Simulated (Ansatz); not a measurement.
Runs of Ansatz 0.2.0 on PbS (Galena). The structure is cubic, space group Fm-3m (No. 225). Conventional cell: a = 5.931 Å, b = 5.931 Å, c = 5.931 Å, α = 90.00°, β = 90.00°, γ = 90.00°. Pb (site symmetry m-3m) is surrounded by 6 S at 2.97 Å. Around S (site symmetry m-3m) lie 6 Pb at 2.97 Å. 

| task | level | potentials or basis | spin | cell | cutoff (eV) | points for each segment of the path | gap on the mesh (eV) | pressure (GPa) | V0 of scaled cells (Å³/atom) | relaxed volume (Å³/atom) | B0 (GPa) |
| --- | --- | --- | --- | --- | --- | --- | --- | --- | --- | --- | --- |
| equation of state | PBEsol | PseudoDojo PBEsol | off | as given | 850 | - | - | - | (c) | - | 59 |
| band structure | BLYP | Ansatz PAW | off | as given | 420 | 14 | (b) | 5.9 | - | - | - |
| equation of state | PBEsol | Ansatz PAW | SOC, no magnetisation | as given | 420 | - | - | - | 25.45 | - | 59 |
| relaxation of cell and atoms | RPBE+D4 | Ansatz PAW | off | relaxed | 420 | - | 0.47 | 0.0 | - | 26.23 | - |
| relaxation of cell and atoms | exchange-only PBE | Ansatz PAW | off | relaxed | 420 | - | (a) | 0.0 | - | 32.27 | - |

Alike in all rows: k mesh 8 × 8 × 8; smearing fermi-dirac 0.05 eV.

Q: Estimate the missing entries.

A: (a) 0.98; (b) 0.50; (c) 25.66.

Caveats: spin-orbit coupling is left out, which as a rule narrows the gap of such compounds by several tenths of an eV (some runs); the PAW data sets come from PBE, with cores solved anew for the run's functional, which leaves a small shift of forces and pressure (some runs); the plane-wave basis is chosen anew once the cell has moved, so the energies of steps on either side of that aren't comparable (some runs); the volume moved by over 15 % at a fixed basis, so the end points are rough (some runs); the volume moved by +24 % from the deposited cell, more than functionals usually miss (some runs).

A k mesh can miss the band edges, and rows without SOC leave out spin-orbit coupling on Pb.
